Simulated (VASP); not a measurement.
MoS2: relaxation of the atoms with rev-vdW-DF2

MoS2:

```
CELL_PARAMETERS angstrom
3.16900 0.00000 0.00000
-1.58450 2.74443 0.00000
0.00000 0.00000 12.12682
ATOMIC_POSITIONS crystal
Mo 0.33333 0.66667 0.25000
Mo 0.66667 0.33333 0.75000
S 0.33333 0.66667 0.62093
S 0.66667 0.33333 0.12093
S 0.33333 0.66667 0.87907
S 0.66667 0.33333 0.37907
```

| Quantity | Value |
| --- | --- |
| Program | VASP 6.6.1 |
| Task | relaxation of the atoms |
| Functional | rev-vdW-DF2 |
| Potentials or basis | VASP PAW PBE potentials, release 64 (Mo_sv, S) |
| Cutoff | 520 eV |
| k mesh | 12 × 12 × 3 |
| Occupations | gaussian, width 0.05 eV |
| Spin | no spin polarisation |
| Further INCAR settings | ALGO = Normal; EDIFF = 1e-07; IBRION = 2; EDIFFG = -0.02; NSW = 60 |

```
Pressure after relaxing      : 0.5 GPa
Largest force after relaxing : 0.015 eV/Å
Band gap on the k mesh       : 0.77 eV, indirect (least direct gap 1.65 eV)
```

Forces on the atoms (eV/Å):
```
Mo   0.000  0.000  0.000
Mo   0.000  0.000  0.000
S    0.000  0.000 -0.015
S    0.000  0.000 -0.015
S    0.000  0.000  0.015
S    0.000  0.000  0.015
```

Stress tensor (GPa, compression positive):
```
0.14 0.00 0.00
0.00 0.14 0.00
0.00 0.00 1.15
```

Final structure:
```
CELL_PARAMETERS angstrom
3.16900 0.00000 0.00000
-1.58450 2.74443 0.00000
0.00000 0.00000 12.12682
ATOMIC_POSITIONS crystal
Mo 0.33333 0.66667 0.25000
Mo 0.66667 0.33333 0.75000
S 0.33333 0.66667 0.62094
S 0.66667 0.33333 0.12094
S 0.33333 0.66667 0.87906
S 0.66667 0.33333 0.37906
```

Levels at points of the mesh, in eV from the valence-band top:
| k point | band 23 | band 24 | band 25 | band 26 | band 27 | band 28 | band 29 | band 30 |
| --- | --- | --- | --- | --- | --- | --- | --- | --- |
| (0.00, 0.00, 0.00) | -2.18 | -1.24 | -1.09 | 0.00 | 2.03 | 2.04 | 2.07 | 2.07 |
| (0.50, 0.00, 0.00) | -1.81 | -1.56 | -1.48 | -1.32 | 1.52 | 1.57 | 1.89 | 2.19 |

Wall time 2.8 min on 2 MPI ranks on Intel(R) Xeon(R) Platinum 8259CL CPU @ 2.50GHz (Skylake/Cascade Lake), with other jobs on the host, peak memory 0.55 GiB a rank.

The gap isn't set beside the measured one, since this odd mesh misses points on the zone boundary.

Caveat: the relaxation stopped at its first step, so nothing moved; the PAW data sets were made with another functional, which shifts forces and pressure a little; an odd mesh through Γ misses points on the zone boundary, where band edges often lie.
